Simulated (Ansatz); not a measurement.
Wanted: the native input for an Ansatz 0.2.0 run.

```
Task                  : relaxation of cell and atoms
Functional            : PBE
Potentials or basis   : Ansatz PAW
Cutoff                : 420 eV (not typed: the program's choice for these potentials)
k mesh                : 11 × 11 × 11
Occupations           : fermi-dirac, width 0.05 eV
Spin                  : no spin polarisation
Target pressure       : 20 GPa
Target pressure (GPa) : 20
```

Crystal: Ag.

```
Ag
1.0
     0.00000    2.04275    2.04275
     2.04275    0.00000    2.04275
     2.04275    2.04275    0.00000
Ag
1
Cartesian
  0.0000 0.0000 0.0000
```

The input as run:

input.yaml

```yaml
crystal:
  lattice:
    - [0.0, 2.04275, 2.04275]
    - [2.04275, 0.0, 2.04275]
    - [2.04275, 2.04275, 0.0]
  atoms:
    - { symbol: Ag, position: [0.0, 0.0, 0.0] }
hamiltonian:
  xc: pbe
  pseudopotentials: { kind: paw }
kpoints:
  mp_grid: { grid: [11, 11, 11] }
scf:
  occupations: { method: fermi_dirac, width: 0.05 }
output:
  forces: true
  stress: true
  eigenvalues: true
  write_density: true
  write_potential: true
  elf: true
  volumetric_format: npy
relax:
  f_tol: 0.01
  max_steps: 40
  cell: { stress_tol: 0.05, p_target: 20.0 }
```

Potentials or basis: Ansatz PAW.

Launch:

```sh
$ ansatz run input.yaml --threads 2 --pin off --max-ram 5632MiB --backend cpu --events-out ev --progress --plain --runs-dir out
```

It gave:

```
Relaxed volume                                         : 15.41 Å³/atom
Relaxed cell                                           : a = 2.794 Å, b = 2.794 Å, c = 2.794 Å, α = 60.00°, β = 60.00°, γ = 60.00°
Space group after relaxing (to 0.05 Å)                 : Fm-3m (No. 225)
Energy change on relaxing (the enthalpy is what falls) : +116.1 meV/atom
Ionic steps                                            : 5
Pressure after relaxing                                : 20.0 GPa
Band gap on the k mesh                                 : none (metal or under the smearing width)
```

Caveat: the plane-wave basis is chosen anew once the cell has moved, so the energies of steps on either side of that aren't comparable.

Wall time 2.2 s on 2 threads of Arm Neoverse V2, with other jobs on the host, peak memory 0.23 GiB.
